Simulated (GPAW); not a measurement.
The system is Cu2O (Cuprite).

```
CELL_PARAMETERS angstrom
4.26000 0.00000 0.00000
0.00000 4.26000 0.00000
0.00000 0.00000 4.26000
ATOMIC_POSITIONS crystal
Cu 0.75000 0.25000 0.75000
Cu 0.25000 0.75000 0.75000
Cu 0.25000 0.25000 0.25000
Cu 0.75000 0.75000 0.25000
O 0.50000 0.50000 0.50000
O 0.00000 0.00000 0.00000
```

Base run:

| Property | Result |
| --- | --- |
| Program | GPAW 26.7.0 |
| Functional | PBEint |
| Potentials or basis | PAW data sets generated in the run's folder for this functional |
| Cutoff | 800 eV |
| Basis | pw |
| k mesh | 5 × 5 × 5 |
| Occupations | fermi-dirac, width 0.05 eV |
| Spin | no spin polarisation |

Its results: band gap on the k mesh 0.50 eV, direct; pressure 1.7 GPa.

Q: The run is repeated on the same cell with these changes: functional from PBEint to LDA; potentials or basis from PAW data sets generated in the run's folder for this functional to the program's PAW data sets (release 1.2.1) made for this functional. What comes out?

A: Band gap on the k mesh 0.54 eV, direct; pressure -7.0 GPa.

Caveats: with this Cu data set, volumes or pressures lay over 1.5 % or 2 GPa off other programs in two to four cells of ten.
